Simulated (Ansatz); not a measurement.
# Cr (Im-3m) in Ansatz: a series of runs

One crystal, Cr, is run at these levels: PBE; tasks: single point.

Program: Ansatz 0.2.0. These are calculated values, not measurements. Logs are shortened: lines on timing, memory, paths and dates and some standing lists are left out, and cuts for length are marked.

### 1 Starting point

Symmetry: Im-3m, No. 229, cubic system. The conventional cell has a = 2.969 Å, b = 2.969 Å, c = 2.969 Å, α = 90.00°, β = 90.00°, γ = 90.00°. Around Cr (site symmetry m-3m) lie 8 Cr at 2.57 Å.

### 2 Single point, PBE, collinear spin, program default start

The input, input.yaml:

```yaml
crystal:
  lattice:
    - [-1.4844496776, 1.4844496776, 1.4844496776]
    - [1.4844496776, -1.4844496776, 1.4844496776]
    - [1.4844496776, 1.4844496776, -1.4844496776]
  atoms:
    - { symbol: Cr, position: [0.0, 0.0, 0.0] }
hamiltonian:
  xc: pbe
  pseudopotentials: { kind: paw }
magnetization:
  spin_polarized: true
  initial_magnetization: 0.0
  spin_locking: { lock_magnetization: hard }
kpoints:
  mp_grid: { grid: [10, 10, 10] }
scf:
  occupations: { method: fermi_dirac, width: 0.05 }
  lower_state_search: "off"
output:
  forces: true
  stress: true
  eigenvalues: true
  write_density: true
  write_potential: true
  elf: true
  volumetric_format: npy
```

Potentials or basis: Ansatz PAW.

Launch:

```sh
$ ansatz run input.yaml --threads 2 --pin off --max-ram 5632MiB --backend cpu --events-out ev --progress --plain --runs-dir out
```

Output:

```text
Warning: output.stress: scf.convergence.dr2_threshold = 1e-7 eV (the SCF's general default) is looser than the 1e-10 eV advised for a printed stress (1e-10 eV for each atom of the cell: 1). What an SCF threshold leaves in a stress goes as its square root, and in the free energy as the threshold itself, and one threshold admits the most on a small cell: of the crystals measured, under no hybrid functional and no lock of the moments, on runs that ended without the residual-converged pass, on stresses that held no estimate of that error, the worst erred by over 100 MPa in a component at 1e-7 eV an atom and by under 5 at 1e-10. Set scf.convergence.dr2_threshold to 1e-10 eV or tighter. The threshold is an SCF's pass mark: one that does not reach it within its budget of iterations ends unconverged, or closes short of it on a stop that the run arms, and scf.convergence.dr2_threshold's page says what that costs each kind of run
Warning: RAYON_NUM_THREADS=2 ignored (pool sized by the plan → 2); use --threads N
Engine: ansatz 0.2.0, aarch64-unknown-linux-gnu
Pseudopotentials: kind: paw
Pseudopotential: Cr, paw, valence charge 14, recommended cutoff 420 eV (normal), Cr.paw.azcp
Functional definition: PBE
  parameter kappa = 0.804
  parameter beta = 0.06672455060314922
  exchange = pbe_x(kappa = kappa, mu = beta*pi^2/3)
  correlation = pbe_c(beta = beta)
Crystal: 1 atoms, lattice volume = 13.084 Å³
Basis set: ecut = 420 eV, 249 PW (Γ), exchange–correlation on 36×36×36 points (8 copies of the dense FFT grid, shifted against one another)
Bands: 11, of which v1, the nominal top of the filled ones, is band 7 counted from 1 (6 counted from 0)
Symmetry: 48 space group operations
Space group: Im-3m (ITA 229), of the structure as read, at distance tolerance 2.4e-5 Å
k-points: 47 of 1000
Non-local potential: Cr, projectors of the file, l = 0: 3, l = 1: 2, l = 2: 3, l = 3: 1
PAW form: soft (Blöchl's): semilocal exchange-correlation on the pseudo side does not see the compensation charge
PAW one-centre angular grid: Cr, 590 points (default); XC on 64 Gauss nodes
Initial density: superposition of atomic densities (chi_scale 0.1, normalization cell)
Initial wavefunctions: pseudopotential atomic-orbital guess
Functional: x = pbe(κ = 0.804, μ = 0.2195149727645171), c = pbe(β = 0.06672455060314922)
SCF iter   1: F=—  HF=-3379.448938 eV  |F-HF|=—  |Δ(HF+E_count)|=         —  Δρ=1.22e-1 (↑1.22e-1 ↓1.22e-1)  dr2=6.68e0  dr2_m=0.00e0  M=0.000 μB ∫|m|=0.000 μB  β_m=0.30  ethr=3.10e-3  ⟨swp⟩=3.7  Hψ=2450  notcnv=0
preconditioner: auto → none  [metal: Δε(μ)=0.110 eV  Ē_g=7.274 eV  σ=0.050 eV  W_gap=0.49  n_scr=0 (ndim 8)  ℏωp=25.1 eV  f_vac=0.000  D(μ)=0.73/eV (n_scr^D=12)]
SCF iter   2: F=—  HF=-3377.657294 eV  |F-HF|=—  |Δ(HF+E_count)|=    1.79e0  Δρ=2.29e-2 (↑2.29e-2 ↓2.29e-2)  dr2=1.66e-1  dr2_m=0.00e0  M=0.000 μB ∫|m|=0.000 μB  β_m=0.32  ethr=3.10e-3  ⟨swp⟩=2.1  Hψ=1415  notcnv=0  defer=3
SCF iter   3: F=—  HF=-3377.619158 eV  |F-HF|=—  |Δ(HF+E_count)|=   3.81e-2  Δρ=1.34e-2 (↑1.34e-2 ↓1.34e-2)  dr2=3.35e-2  dr2_m=0.00e0  M=0.000 μB ∫|m|=0.000 μB  β_m=0.57  ethr=1.18e-3  ⟨swp⟩=2.0  Hψ=836  notcnv=0  defer=3
SCF iter   4: F=—  HF=-3377.603517 eV  |F-HF|=—  |Δ(HF+E_count)|=   1.56e-2  Δρ=1.22e-3 (↑1.22e-3 ↓1.22e-3)  dr2=4.00e-4  dr2_m=0.00e0  M=0.000 μB ∫|m|=0.000 μB  β_m=0.79  ethr=2.40e-4  ⟨swp⟩=3.0  Hψ=1043  notcnv=0  defer=3
SCF iter   5: F=—  HF=-3377.603516 eV  |F-HF|=—  |Δ(HF+E_count)|=   8.01e-7  Δρ=6.52e-4 (↑6.52e-4 ↓6.52e-4)  dr2=1.67e-4  dr2_m=0.00e0  M=0.000 μB ∫|m|=0.000 μB  β_m=0.87  ethr=2.86e-6  ⟨swp⟩=2.0  Hψ=822  notcnv=0  defer=3
SCF iter   6: F=—  HF=-3377.603475 eV  |F-HF|=—  |Δ(HF+E_count)|=   4.09e-5  Δρ=1.74e-4 (↑1.74e-4 ↓1.74e-4)  dr2=1.15e-5  dr2_m=0.00e0  M=0.000 μB ∫|m|=0.000 μB  β_m=0.89  ethr=1.19e-6  ⟨swp⟩=2.1  Hψ=584  notcnv=0  defer=3
SCF iter   7: F=—  HF=-3377.603490 eV  |F-HF|=—  |Δ(HF+E_count)|=   1.44e-5  Δρ=2.81e-5 (↑2.81e-5 ↓2.81e-5)  dr2=2.89e-7  dr2_m=0.00e0  M=0.000 μB ∫|m|=0.000 μB  β_m=0.94  ethr=8.24e-8  ⟨swp⟩=2.1  Hψ=617  notcnv=0  defer=3
SCF iter   8: F=-3377.603489 eV  HF=-3377.603489 eV  |F-HF|=1.66e-9  |Δ(HF+E_count)|=   5.09e-8  Δρ=2.74e-6 (↑2.74e-6 ↓2.74e-6)  dr2=2.64e-9  dr2_m=0.00e0  M=0.000 μB ∫|m|=0.000 μB  ethr=7.14e-10  ⟨swp⟩=7.3  Hψ=3050  notcnv=0
SCF 1 converged in 8 iterations: F = -3377.603489 eV  dr2 = 2.64e-9
SCF converged after 8 iterations
Stability checked in part: among states of this total moment the steps that led to this state did not find it unstable. No probe was made; neither looks for a lower state of another moment (fixed_total_moment; see scf.lower_state_search)
Magnetization: 0.0000 μB (7.0000 up, 7.0000 down)
Absolute magnetization: 0.0000 μB (∫|ρ↑−ρ↓|)
Spin contamination: 0.0000 ħ² per cell (⟨S²⟩ above its minimum at these occupations)
Per-site moments (μB) at R_I (Å): [(0.0, 1.0605961834390063)]
Free energy (F): -3377.603489 eV
Harris-Foulkes:  -3377.603489 eV  (|F-HF|=1.66e-9)
Internal energy: -3377.595564 eV  (E = F + TS)
E sigma→0 (E₀):  -3377.599527 eV
Entropy (-TS):   -0.007925 eV (-7.925 meV/atom)
Fermi energy:    16.795865 (↑ 16.795865, ↓ 16.795865) eV
--- Per-component energies (eV) ---
  E_band       = -180.534286
  E_kinetic    = 339.909695
  E_local      = -1281.637958  (includes V_loc(G=0)·N_el)
  E_nonlocal   = 77.524948
  E_hartree    = 549.247075
  E_xc         = -139.016116
  E_vxc        = -177.265941  (∫ρ·V_xc dr)
  E_paw        = -1193.837762  (= ΣΔE_a)
  E_vpaw       = -237.557079  (= ΣTr[D̂ρ^β])
  E_aug_tail   = 0.000305  (compensation charges beyond the density's cutoff)
  E_ewald      = -1729.785753
  E_smearing   = -0.007925  (= −TS)
  E_closure    = 0.000000  (closes the sum)
  Σ components = -3377.603489   (vs F -3377.603489, Δ=0.00e0)
--- Forces (eV/Å), atoms counted from 1 ---
  atom   1  Cr    -0.00000000     0.00000000    -0.00000000
  max |Σ_I F_I| component: 7.40e-32 eV/Å
--- Stress (GPa, compression-positive) ---
      -24.358251       0.000000       0.000000
        0.000000     -24.358251       0.000000
       -0.000000      -0.000000     -24.358251
  P = ⅓ Tr σ = -24.3583 GPa (-243.583 kbar)
--- Band table (eV; the first three rows and the last of 94) ---
  k-point 0 ↑: bands = ["-55.1208", "-26.0741", "-26.0741", "-26.0741", "9.3488", "15.9889", "15.9889", "15.9889", "17.7462", "17.7462", "38.0777"]
  k-point 1 ↑: bands = ["-55.1089", "-26.1348", "-26.0934", "-26.0743", "9.7383", "15.8520", "15.9599", "16.2381", "17.6086", "17.7573", "36.8114"]
  k-point 2 ↑: bands = ["-55.0776", "-26.2917", "-26.1437", "-26.0749", "10.8079", "15.5078", "15.7963", "16.9298", "17.4497", "17.7999", "33.8206"]
  k-point 46 ↓: bands = ["-54.9056", "-26.5059", "-26.5059", "-26.5059", "13.1465", "13.1465", "18.8171", "18.8171", "18.8171", "26.2889", "26.2889"]
```

It took 0.65 s on 2 threads of Arm Neoverse V1, shared host; peak memory 0.25 GiB.

Results:

* Free energy: -3377.6035 eV
* Pressure: -24.4 GPa
* Net moment: 0.00 μB per cell
* Absolute moment: 0.00 μB per cell

Caveat: the total moment is fixed, so each spin has its own Fermi level; the thresholds are loose for stress.

### 3 Single point, PBE, collinear spin, ferromagnetic start

input.yaml: that of step 2 with these lines changed.

```diff
@@ -6,3 +6,3 @@
   atoms:
-    - { symbol: Cr, position: [0.0, 0.0, 0.0] }
+    - { symbol: Cr, position: [0.0, 0.0, 0.0], spin: 0.8 }
 hamiltonian:
@@ -12,3 +12,3 @@
   spin_polarized: true
-  initial_magnetization: 0.0
+  initial_magnetization: 0.8
   spin_locking: { lock_magnetization: hard }
@@ -23,5 +23 @@
   eigenvalues: true
-  write_density: true
-  write_potential: true
-  elf: true
-  volumetric_format: npy
```

Potentials or basis: Ansatz PAW.

Launch:

```sh
$ ansatz run input.yaml --threads 2 --pin off --max-ram 5632MiB --backend cpu --events-out ev --progress --plain --runs-dir out
```

It took 0.81 s on 2 threads of Arm Neoverse V1, shared host; peak memory 0.25 GiB.

Results (log left out):

```
Free energy     : -3377.3784 eV
Pressure        : -19.1 GPa
Net moment      : 0.80 μB per cell
Absolute moment : 0.80 μB per cell
Site moments    : Cr +0.72 μB
```

Caveat: the total moment is fixed, so each spin has its own Fermi level; the thresholds are loose for stress.
